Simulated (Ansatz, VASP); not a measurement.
Te: VASP beside Ansatz

```
Te
1.0
     2.33625    1.34883    1.71321
    -2.33625    1.34883    1.71321
     0.00000   -2.69767    1.71321
Te
1
Cartesian
  0.0000 0.0000 2.5698
```

Change from the starting cell: volume scaled by 1.04.

Alike in both runs: task single point; functional PBEsol; k mesh 9 × 9 × 9; occupations fermi-dirac, width 0.05 eV; no spin polarisation.

|  | VASP | Ansatz |
| --- | --- | --- |
| version | VASP 6.6.1 | Ansatz 0.2.0 |
| potentials or method | VASP PAW PBE potentials, release 64 (Te), cutoff 520 eV | all-electron LAPW, scalar-relativistic |

Ansatz gave:

```
gap on the k mesh at the Fermi level (eV)       : none
pressure (GPa)                                  : -2.1
largest component of the traceless stress (GPa) : 0.46
```

Task: Estimate VASP's values.

Result: gap on the k mesh at the Fermi level (eV): none; pressure (GPa): -2.1; largest component of the traceless stress (GPa): 0.45.

A gap of «none» marks a metal or a gap that the smearing closes. Ansatz ran all-electron here, so the differences hold the error of VASP's frozen core and of both bases.

Caveats: the PAW data sets were made with another functional, which shifts forces and pressure a little (VASP). Spin-orbit coupling is left out, which matters for the levels of Te.
